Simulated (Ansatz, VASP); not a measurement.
Pb in VASP and in Ansatz

INCAR

```
SYSTEM = Pb
PREC = Accurate
ENCUT = 520
EDIFF = 1E-6
ISMEAR = -1
SIGMA = 0.05
LREAL = .FALSE.
LASPH = .TRUE.
NELM = 60
ALGO = Normal
ISIF = 2
LWAVE = .FALSE.
LCHARG = .TRUE.
GGA = RP
LELF = .TRUE.
LVHAR = .TRUE.
NBANDS = 21
```

KPOINTS

```
regular mesh
0
G
  9 9 5
  0 0 0
```

Contents of POSCAR:

```
Pb
1.0
    3.4800000000      0.0000000000      0.0000000000
   -1.7400000000      3.0137684052      0.0000000000
    0.0000000000      0.0000000000      5.5900000000
Pb
2
Direct
    0.6666666667      0.3333333333      0.7500000000
    0.3333333333      0.6666666667      0.2500000000
```

The input input.yaml:

```yaml
crystal:
  lattice:
    - [3.48, 0.0, 0.0]
    - [-1.74, 3.0137684052, 0.0]
    - [0.0, 0.0, 5.59]
  atoms:
    - { symbol: Pb, position: [0.6666666667, 0.3333333333, 0.75] }
    - { symbol: Pb, position: [0.3333333333, 0.6666666667, 0.25] }
hamiltonian:
  xc: rpbe
  pseudopotentials: { kind: paw }
kpoints:
  mp_grid: { grid: [9, 9, 5] }
  band_path:
    path:
      - [[0.0, 0.0, 0.0], [0.5, 0.0, 0.0], [0.3333333333, 0.3333333333, 0.0], [0.0, 0.0, 0.0], [0.0, 0.0, 0.5], [0.5, 0.0, 0.5], [0.3333333333, 0.3333333333, 0.5], [0.0, 0.0, 0.5]]
      - [[0.5, 0.0, 0.5], [0.5, 0.0, 0.0]]
      - [[0.3333333333, 0.3333333333, 0.0], [0.3333333333, 0.3333333333, 0.5]]
    npoints: 14
scf:
  occupations: { method: fermi_dirac, width: 0.05 }
  n_extra_bands: 6
output:
  forces: true
  stress: true
  eigenvalues: true
  fatbands: true
```

This isn't the form of Pb at room conditions, which is fcc.

Alike in both runs: functional RPBE; k mesh 9 × 9 × 5; occupations fermi-dirac, width 0.05 eV; no spin polarisation.

|  | VASP | Ansatz |
| --- | --- | --- |
| version | VASP 6.6.1 | Ansatz 0.2.0 |
| potentials or method | VASP PAW PBE potentials, release 64 (Pb_d) | Ansatz PAW |
| plane-wave cutoff (eV) | 520 | 420 |
| valence electrons in the cell | 28 | 28 |
| task | single point | band structure |

```tsv
	VASP	Ansatz	Ansatz less VASP
gap on the k mesh at the Fermi level (eV)	none	none	-
pressure (GPa)	5.7	5.8	+0.07
largest component of the traceless stress (GPa)	2.62	2.63	+0.018
```

A gap of «none» marks a metal or a gap that the smearing closes.

Caveats: the PAW data sets were made with another functional, which shifts forces and pressure a little (VASP); spin-orbit coupling is left out, which moves the levels of the heavy elements (Ansatz); the PAW data sets come from PBE, with cores solved anew for the run's functional, which leaves a small shift of forces and pressure (Ansatz). The runs have no spin-orbit coupling, so splittings on Pb are missing.
